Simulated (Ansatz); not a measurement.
An input for Ansatz 0.2.0 (BeS):

File input.yaml:

```yaml
crystal:
  lattice:
    - [0.0, 2.425, 2.425]
    - [2.425, 0.0, 2.425]
    - [2.425, 2.425, 0.0]
  atoms:
    - { symbol: S, position: [0.75, 0.75, 0.75] }
    - { symbol: Be, position: [0.0, 0.0, 0.0] }
kpoints:
  mp_grid: { grid: [4, 4, 4] }
scf:
  occupations: { method: fermi_dirac, width: 0.05 }
hamiltonian:
  xc: { exchange: pbe, correlation: pbe, exx: { coeff: 0.4 } }
  pseudopotentials: { kind: all_electron, datasets: crystal }
output:
  forces: true
  stress: true
  eigenvalues: true
```

Potentials or basis: all-electron PAW datasets made for the crystal.

Launch:

```sh
$ ansatz run input.yaml --threads 1 --pin off --max-ram 3072MiB --backend cpu --events-out ev --progress --plain --runs-dir out
```

**Question.** Does this run start?

**Answer.** The run stopped without a result. It printed:

Output:

```text
Error: hamiltonian.pseudopotentials.datasets: crystal, beside a feature not held to (output.eigenvalues: true / output.band_residual_tolerance) — the datasets of this kind: all_electron run are made for its crystal, and no such run has been held to what stands beside, or a reason given rules it out; change each as told or leave it out, or set another kind (and leave the keys of all_electron out)
```
